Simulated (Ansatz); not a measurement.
Take a crystal in which Se has been replaced by S on all its sites, with the cell rescaled by a rough guess (in some cases also distorted within its space group) and nothing relaxed:

```xyz
4
Lattice="4.0017 0.0000 0.0000 -2.0008 3.4656 0.0000 0.0000 0.0000 6.8567" Properties=species:S:1:pos:R:3 pbc="T T T"
Mg    2.0008    1.1552    3.3866
Mg    0.0000    2.3104    6.8150
S     2.0008    1.1552    6.0414
S     0.0000    2.3104    2.6130
```

These are results of Ansatz, DFT PBEsol, scalar-relativistic, plane waves, PAW, not measurements.

Settings: cutoff 420 eV, Γ-centred mesh 9×9×4 on the computed 4-atom cell, Gaussian smearing of 0.02 eV; no spin polarisation.

Q: What pressure does the cell carry?

A: The pressure is -2.1 GPa (positive in compression), so the cell would contract.

Q: Is it a metal on this mesh?

A: No: the gap is 3.11 eV, the least direct gap 3.11 eV.

Q: What is its energy against the elements in their standard states?

A: -1.383 eV/atom at this unrelaxed geometry, with the elements in the same functional.

An odd mesh misses points on the zone edge, so a gap read on it can be too wide.

This wurtzite form isn't the usual stable structure of the compound.